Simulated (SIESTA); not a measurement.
Crystal: Ag.

```xyz
1
Lattice="0.0000 2.0427 2.0427 2.0427 0.0000 2.0427 2.0427 2.0427 0.0000" Properties=species:S:1:pos:R:3 pbc="T T T"
Ag    0.0000    0.0000    0.0000
```

| Property | Result |
| --- | --- |
| Program | SIESTA 5.4.2 |
| Task | relaxation of cell and atoms |
| Functional | PBE |
| Potentials or basis | PseudoDojo 0.4 standard (PBE files) |
| Basis | DZDP (energy shift 0.003 Ry; two zetas on semicore shells) |
| Grid cutoff | 800 Ry |
| Energy shift | 0.003 Ry |
| k mesh | 8 × 8 × 8 |
| Occupations | fermi-dirac, width 0.05 eV |
| Spin | no spin polarisation |

At the start: pressure 5.6 GPa; volume 17.05 Å³/atom.

Question: Where does the relaxation end?

Answer: Over 6 steps the energy falls by 15.2 meV/atom and the volume is 17.97 Å³/atom (+5.4 %); space group Fm-3m (No. 225, to 0.05 Å).

Step by step:
| step | energy change (eV) | largest force (eV/Å) | pressure (GPa) | volume (Å³) |
| --- | --- | --- | --- | --- |
| 1 | 0.0000 | 0.0000 | 5.61 | 17.05 |
| 2 | -0.0134 | 0.0000 | 1.81 | 17.65 |
| 3 | -0.0092 | 0.0000 | -2.98 | 18.63 |
| 4 | -0.0152 | 0.0000 | -0.16 | 18.00 |
| 5 | -0.0026 | 0.0000 | -4.05 | 18.91 |
| 6 | -0.0152 | 0.0000 | 0.00 | 17.97 |

Final structure:
```
Ag
1.0
    -0.00104    2.07830    2.07830
     2.07830   -0.00104    2.07830
     2.07830    2.07830   -0.00104
Ag
1
Direct
  0.00000 0.00000 0.00000
```

Caveat: short orbitals over semicore shells can move pressures by several GPa; the basis of atomic orbitals isn't converged, which shifts pressures, moduli and gaps.
